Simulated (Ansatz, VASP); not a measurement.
## Mo in VASP and in Ansatz

```
CELL_PARAMETERS angstrom
-1.55618 1.55618 1.55618
1.55618 -1.55618 1.55618
1.55618 1.55618 -1.55618
ATOMIC_POSITIONS crystal
Mo 0.00000 0.00000 0.00000
```

Alike in both runs: functional LDA; k mesh 8 × 8 × 8; occupations gaussian, width 0.1 eV; no spin polarisation.

Ansatz relaxed the structure, and its values are those at the end. VASP's run is a single point on that final structure, the one shown.

|  | VASP | Ansatz |
| --- | --- | --- |
| version | VASP 6.6.1 | Ansatz 0.2.0 |
| potentials or method | VASP PAW LDA potentials, release 64 (Mo_sv) | scalar-relativistic, plane waves, PAW |
| plane-wave cutoff (eV) | 520 | 600 |
| valence electrons in the cell | 14 | 14 |

Ansatz gave:

```
gap on the k mesh at the Fermi level (eV) : none
pressure (GPa)                            : 0.2
```

Which values does VASP return?

gap on the k mesh at the Fermi level (eV): none; pressure (GPa): 1.3.

A gap of «none» marks a metal or a gap that the smearing closes. Ansatz warned: «pseudo_functional_mismatch».
